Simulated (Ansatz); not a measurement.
Relaxed (010) slab cut from Ga (space group Cmcm (No. 63)); the slab's formula is Ga, its outer planes Ga (top) and Ga (bottom):

```yaml
crystal:
  lattice:
    - [2.80323, 0.00000, 0.00000]
    - [0.00000, 3.38267, 0.00000]
    - [0.00000, 0.00000, 23.07533]
  atoms:
    - { symbol: Ga, position: [0.50000, 0.25000, 0.31787] }
    - { symbol: Ga, position: [0.00000, 0.75000, 0.40385] }
    - { symbol: Ga, position: [0.00000, 0.25000, 0.50003] }
    - { symbol: Ga, position: [0.50000, 0.75000, 0.58505] }
    - { symbol: Ga, position: [0.50000, 0.25000, 0.68057] }
```

All numbers below come from DFT PBE, scalar-relativistic, plane waves, PAW in Ansatz 0.2.0. Settings: cutoff 420 eV, Γ-centred mesh 12×10×1 on the computed 5-atom cell, Gaussian smearing of 0.10 eV; no spin polarisation. A dipole correction removes the field between periodic images along c.

The potential is the smooth part; its values at the atoms depend on the PAW datasets.

Question: How does the plane-averaged electrostatic potential energy of an electron run along c, counted from the Fermi level?

Answer: (z (Å), V (eV)): (2.60, 4.32), (2.88, 4.32), (3.17, 4.32), (3.46, 4.32), (3.75, 4.32), (4.04, 4.31), (4.33, 4.31), (4.62, 4.29), (4.90, 4.24), (5.19, 4.16), (5.48, 3.98), (5.77, 3.62), (6.06, 2.88), (6.35, 1.36), (6.63, -1.70), (6.92, -4.53), (7.21, -5.97), (7.50, -6.01), (7.79, -4.76), (8.08, -2.51), (8.36, -1.25), (8.65, -3.07), (8.94, -5.12), (9.23, -6.08), (9.52, -5.76), (9.81, -4.09), (10.10, -1.33), (10.38, 0.44), (10.67, -0.52), (10.96, -3.35), (11.25, -5.45), (11.54, -6.21), (11.83, -5.65), (12.11, -3.89), (12.40, -1.68), (12.69, -2.03), (12.98, -4.30), (13.27, -5.83), (13.56, -6.13), (13.85, -5.10), (14.13, -2.79), (14.42, -0.16), (14.71, 0.16), (15.00, -2.13), (15.29, -4.66), (15.58, -5.93), (15.86, -5.80), (16.15, -4.24), (16.44, -1.28), (16.73, 1.60), (17.02, 2.97), (17.31, 3.64), (17.59, 3.97), (17.88, 4.13), (18.17, 4.20), (18.46, 4.24), (18.75, 4.26), (19.04, 4.27), (19.33, 4.27), (19.61, 4.27), (19.90, 4.27), (20.19, 4.27), (20.48, 4.27)

The vacuum level lies 4.27 eV (top face) and 4.32 eV (bottom face) above the Fermi level.

The reference crystal is a form of Ga, which isn't its usual structure.